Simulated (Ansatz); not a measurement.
# Polymorphs of TaAs

These are results of DFT PBE, scalar-relativistic, plane waves, PAW in Ansatz 0.2.0, not measurements. All cells share a 420 eV cutoff and Γ-centred k meshes spaced at most about 0.3 Å⁻¹ (about 0.25 or finer for metals, 2π included). No spin polarisation.

The zero of energy is the elements' standard structures at the same level; no fitted shifts are applied.

All energies are static (0 K, no zero-point motion). The comparison covers the computed candidates alone. The k mesh leaves some 4 meV/atom of noise in the energy of each metallic cell. No dispersion correction is applied, so the spacing and binding between layers, chains or molecules are poorly described (P4/nmm), and this can change margins and order among such cells. These runs have no spin–orbit coupling, which can matter for Ta. The reference form of As is held partly by dispersion forces, which this level lacks.

Invented guesses and database cells were relaxed alike, and ends that match in structure were merged. ΔE counts from the first row. Coordination counts As atoms around Ta (those within 1.25 times the shortest such distance or 1.15 times the sum of covalent radii). The ends were matched against large subsets of the Crystallography Open Database and the Materials Project, so a missing match doesn't prove that a structure is unreported.

```csv
#,reached from,type and space group,atoms,Å³/atom,coordination,ΔE (meV/atom),gap on mesh (eV),in databases,checks
1,a Materials Project cell,I4_1md (No. 109),4,17.6,Ta 6,0,0.00,Materials Project,-
2,close-packed anion layers stacked A,"tungsten carbide, P-6m2 (No. 187)",2,17.6,Ta 6,1,0.00,no match,no imaginary mode at Γ (other wave vectors untested)
3,"CoO type (I4/mmm), changed on relaxing","rock salt, Fm-3m (No. 225)",2,18.3,Ta 6,574,0.00,no match,-
4,ordered vacancies on the cation sites of antifluorite,"anti-litharge, P4/nmm (No. 129)",4,26.4,Ta 4,647,0.00,no match,-
5,wurtzite type (P6_3mc),P6_3mc (No. 186),4,20.4,Ta 4,778,0.00,no match,-
```

The first two are tied within the noise. The first: Space group I4_1md (No. 109), tetragonal, a = 3.463 Å, c = 11.735 Å. Ta has 6 As at 2.62–2.63 Å; around As lie 6 Ta at 2.62–2.63 Å. Its energy over the elements is −0.55 eV/atom. A negative formation energy is needed for stability but isn't enough: competing phases decide. Materials Project cells can be hypothetical, and an observed structure of this formula, if there is one, may be missing.

```xyz
4
Lattice="-1.7314 1.7314 5.8673 1.7314 -1.7314 5.8673 1.7314 1.7314 -5.8673" Properties=species:S:1:pos:R:3 pbc="T T T"
Ta    1.7314    0.0000    2.9357
Ta    0.0000    0.0000    5.8693
As    0.0000    1.7314    3.9009
As    0.0000    0.0000    0.9672
```

The second: Space group P-6m2 (No. 187), hexagonal, a = 3.414 Å, c = 3.484 Å. Around Ta lie 6 As at 2.63 Å; As has 6 Ta at 2.63 Å. Counting As atoms around Ta, the first and the second both have Ta 6. Cells relaxed within their symmetry can be saddle points.

```
CELL_PARAMETERS angstrom
3.41391 0.00000 0.00000
-1.70695 2.95653 0.00000
0.00000 0.00000 3.48432
ATOMIC_POSITIONS crystal
Ta 0.00000 0.00000 0.50000
As 0.66667 0.33333 0.00000
```

TaAs clearly favours the two dense arrangements built from TaAs₆ trigonal prisms. Their nearly equal bond lengths and equal volumes per atom suggest that linking the prisms differently costs little, so the calculation can't choose between them. The tetragonal one is the well-known structure of TaAs, and the tungsten carbide type emerges as a close competitor.

Coordination number alone doesn't explain the order, since rock salt also has six neighbours yet lies 574 meV/atom higher. Its octahedra probably suit the formal d² configuration of Ta less well: a trigonal prism can stabilise a low-lying d level and allows favourable Ta d–As p mixing. The four-coordinate cells lie higher still, in keeping with fewer Ta–As contacts, but volume doesn't order them, as anti-litharge is more open than the wurtzite-derived cell and yet lower in energy.

The zero gap of the tetragonal phase fits its known Weyl semimetal character, but doesn't by itself establish the band crossings or their topology.
